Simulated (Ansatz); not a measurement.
The system is Sb.

```
Sb
1.0
     3.16000    0.00000    0.00000
     0.00000    3.16000    0.00000
     0.00000    0.00000    3.16000
Sb
1
Direct
  0.00000 0.00000 0.00000
```

This isn't the form of Sb at room conditions, which is rhombohedral.

Base run:

- Program: Ansatz 0.2.0
- Functional: revPBE
- Potentials or basis: Ansatz PAW
- Cutoff: 420 eV (not typed: the program's choice for these potentials)
- k mesh: 8 × 8 × 8
- Occupations: fermi-dirac, width 0.05 eV
- Spin: no spin polarisation

Its results: band gap on the k mesh none (metal or under the smearing width); pressure -1.4 GPa.

Q: The run is repeated on the same cell with these changes: functional from revPBE to PBE; occupations from fermi-dirac, width 0.05 eV to gaussian, width 0.011 eV. What comes out?

A: Band gap on the k mesh none (metal or under the smearing width); pressure -2.3 GPa.

Caveats: spin-orbit coupling is left out, which moves the levels of the heavy elements (some runs); the PAW data sets come from PBE, with cores solved anew for the run's functional, which leaves a small shift of forces and pressure (some runs).
